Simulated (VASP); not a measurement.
Set up this calculation in VASP 6.6.1, as the native input.

```yaml
Task: single point
Functional: PBEsol
Potentials_or_basis: VASP PAW PBE potentials, release 64 (Al, P)
Cutoff: 520 eV
k_mesh: 8 × 8 × 8
Occupations: gaussian, width 0.02 eV
Spin: no spin polarisation
Dipole_correction: no
Further_INCAR_settings: ALGO = Normal; EDIFF = 1e-06; NBANDS = 11
```

The structure of AlP lies in POSCAR:

```
AlP
1.0
    0.0000000000      2.7351727360      2.7351727360
    2.7351727360      0.0000000000      2.7351727360
    2.7351727360      2.7351727360      0.0000000000
Al P
1 1
Direct
    0.0000000000      0.0000000000      0.0000000000
    0.2500000000      0.2500000000      0.2500000000
```

The input as run:

INCAR

```
SYSTEM = AlP
PREC     = Accurate       ! precision mode
ENCUT    = 520            ! plane-wave cutoff, eV
EDIFF    = 1E-6           ! SCF threshold, eV
ISMEAR   = 0              ! smearing method
SIGMA    = 0.02           ! smearing width, eV
LREAL    = .False.        ! projectors in reciprocal space
LASPH    = .True.         ! aspherical terms in the spheres
NELM     = 60             ! most SCF steps
ALGO     = Normal         ! electronic algorithm
ISIF     = 2              ! what is computed and relaxed
LWAVE    = .False.        ! write WAVECAR
LCHARG   = .False.        ! write CHGCAR
GGA      = PS             ! functional
NBANDS   = 11             ! bands
```

KPOINTS

```
regular mesh
0
Gamma
  8 8 8
  0 0 0
```

Potentials or basis: VASP PAW PBE potentials, release 64 (Al, P).

The run is started by

```console
$ cat potpaw_PBE.64/Al/POTCAR potpaw_PBE.64/P/POTCAR > POTCAR
$ mpirun -np 1 vasp_std > vasp.out
```

Results of the run:

The pressure is 0.0 GPa and the band gap on the k mesh is 1.45 eV, indirect (least direct gap 3.16 eV).

Caveat: the PAW data sets were made with another functional, which shifts forces and pressure a little.

Wall time 16 s on 1 thread of Intel(R) Xeon(R) Platinum 8488C (Sapphire Rapids) (shared host), peak memory 0.16 GiB.
